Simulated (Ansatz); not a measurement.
Relaxed-ion elastic tensor of AlSb (zinc blende, F-43m) in GPa (Voigt order), DFT-PBEsol in the program Ansatz with PAW potentials; density 4.23 g/cm³, 29.18 Å³ per atom.

```
80.8  40.4  40.4   0.0   0.0   0.0
40.4  80.8  40.4   0.0   0.0   0.0
40.4  40.4  80.8   0.0   0.0   0.0
 0.0   0.0   0.0  37.1   0.0   0.0
 0.0   0.0   0.0   0.0  37.1   0.0
 0.0   0.0   0.0   0.0   0.0  37.1
```

Problem. Is the crystal mechanically stable?

Solution. Yes: the smallest eigenvalue of C is 37.1 GPa.

Problem. Work out the Voigt, Reuss and Hill averages.

Solution. K_V = 53.9, K_R = 53.9, K_H = 53.9; G_V = 30.3, G_R = 27.8, G_H = 29.0 GPa.

Problem. Give Young's modulus, Poisson's ratio, Pugh's ratio and the universal anisotropy index.

Solution. E = 9KG/(3K + G) = 73.9 GPa; ν = 0.27; K/G = 1.85 (ductile by the Pugh limit of 1.75); A_U = 5G_V/G_R + K_V/K_R − 6 = 0.46.

Problem. Estimate the sound speeds and the Debye temperature.

Solution. v_l = √((K + 4G/3)/ρ) = 4680 m/s, v_t = √(G/ρ) = 2620 m/s, mean 2920 m/s; Θ = (h/k)(3n/4πV)^(1/3) v_m = 282 K.

Problem. Give the Zener ratio and Young's modulus along [100], [110] and [111].

Solution. A = 2C44/(C11 − C12) = 1.83; 1/E = S11 − 2(S11 − S12 − S44/2)Γ with Γ = 0, 1/4, 1/3 gives 53.9, 77.3, 90.4 GPa.

Problem. Solve the Christoffel equation for the three sound speeds along [100], [110], [111].

Solution. Eigenvalues of C_ijkl n_j n_l equal ρv² (piezoelectric stiffening left out). In km/s, slowest first: [100] 2.96, 2.96, 4.37; [110] 2.18, 2.96, 4.80; [111] 2.47, 2.47, 4.94.

The PBEsol relaxation kept the symmetry of its start. Scalar-relativistic: spin–orbit coupling is off unless named, which matters more the heavier the elements.

Potentials: the later of the program's two PAW sets.
